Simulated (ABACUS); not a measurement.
Sb:

```xyz
2
Lattice="2.1542 1.2437 3.7580 -2.1542 1.2437 3.7580 0.0000 -2.4875 3.7580" Properties=species:S:1:pos:R:3 pbc="T T T"
Sb    0.0000    0.0000    8.6416
Sb    0.0000    0.0000    2.6324
```

Base run:

| Item | Value |
| --- | --- |
| Program | ABACUS 3.10.1 |
| Functional | PBE |
| Potentials or basis | PseudoDojo NC SR 0.4.1 PBE standard |
| Cutoff | 1102 eV |
| Density cutoff | 4408 eV |
| Basis | plane waves |
| k mesh | 8 × 8 × 8 |
| Occupations | fermi-dirac, width 0.05 eV |
| Spin | no spin polarisation |

Its results: band gap on the k mesh none (metal or under the smearing width); pressure 2.7 GPa; largest force 0.179 eV/Å.

Q: The run is repeated on the same cell with these changes: cutoff from 1102 eV to 1361 eV; density cutoff from 4408 eV to 5442 eV; basis from plane waves to TZDP LCAO (the cutoffs set its grid). What comes out?

A: Band gap on the k mesh none (metal or under the smearing width); pressure 3.2 GPa; largest force 0.208 eV/Å.

Caveats: the atomic orbitals were generated for these runs and aren't a published set (some runs); the basis of atomic orbitals isn't converged, which shifts pressures, moduli and gaps (some runs).

Not every run made on this cell is shown here.
